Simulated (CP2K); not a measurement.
# Sn under changes of volume

One of the cells (27.650 Å³/atom); the others are scaled copies at fixed shape and fractional positions:

```
Sn
1.0
     4.45495    0.00000    0.00000
    -3.30667    2.98538    0.00000
    -0.57414   -1.49269    4.15799
Sn
2
Direct
  0.00000 0.00000 0.00000
  0.75000 0.25000 0.50000
```

- Program: CP2K 2026.2
- Functional: PBEsol
- Potentials or basis: POTENTIAL_UZH Sn GTH-PBE-q4; TZVP-MOLOPT-PBE-GTH basis
- Density cutoff: 6123 eV
- k mesh: 9 × 9 × 9
- Occupations: fermi-dirac, width 0.05 eV
- Spin: no spin polarisation

| volume (Å³/atom) | energy over the lowest point (meV/atom) | pressure (GPa) |
| --- | --- | --- |
| 25.991 | 43.00 | 5.9 |
| 26.544 | 25.48 | 4.3 |
| 27.097 | ? | ? |
| 27.650 | 4.79 | 1.8 |
| 28.203 | 0.61 | 0.7 |
| 28.756 | 0.00 | -0.3 |
| 29.309 | 2.60 | -1.2 |

Task: What does the run at 27.097 Å³/atom give?

Result: Energy over the lowest point 12.92 meV/atom; pressure 3.0 GPa.

Worked out: A Birch-Murnaghan fit of order 3 (a polynomial in V^(-2/3)) to the other rows has its minimum at 28.58 Å³/atom with B0 = V·E''(V) = 50 GPa and B' = 4.6 at fixed shape and positions, which overstates the stiffness. It gives 12.92 meV/atom at 27.097 Å³/atom, against the run's 12.92, and -dE/dV = 3.0 GPa, against 3.0.

Energies are extrapolated to zero smearing.

Caveats: the potentials were made for another functional, which shifts forces and pressure; the basis of atomic orbitals isn't converged, which shifts pressures, moduli and gaps.
